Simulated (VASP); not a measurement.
The system is PbS (Galena).

```
CELL_PARAMETERS angstrom
0.00000 2.96575 2.96575
2.96575 0.00000 2.96575
2.96575 2.96575 0.00000
ATOMIC_POSITIONS crystal
Pb 0.00000 0.00000 0.00000
S 0.50000 0.50000 0.50000
```

```yaml
Program: VASP 6.6.1
Task: relaxation of cell and atoms
Functional: PW91
Potentials_or_basis: VASP PAW PBE potentials, release 64 (Pb_d, S)
Cutoff: 600 eV
k_mesh: 8 × 8 × 8
Occupations: fermi-dirac, width 0.05 eV
Spin: no spin polarisation
```

At the start: pressure 2.2 GPa; volume 26.09 Å³/atom.

**Question.** How do energy, volume and symmetry change on relaxing?

**Answer.** Over 3 steps the energy falls by 6.5 meV/atom and the volume is 27.07 Å³/atom (+3.8 %); space group Fm-3m (No. 225, to 0.05 Å).

Step by step:
```csv
step,energy change (eV),largest force (eV/Å),pressure (GPa),volume (Å³)
1,0.0000,0.0000,2.16,52.17
2,-0.0114,0.0000,-0.70,54.88
3,-0.0130,0.0000,0.00,54.15
```

Final structure:
```
Pb S
1.0
     0.00000    3.00276    3.00276
     3.00276    0.00000    3.00276
     3.00276    3.00276    0.00000
Pb S
1 1
Direct
  0.00000 0.00000 0.00000
  0.50000 0.50000 0.50000
```

Caveat: the PAW data sets were made with another functional, which shifts forces and pressure a little.
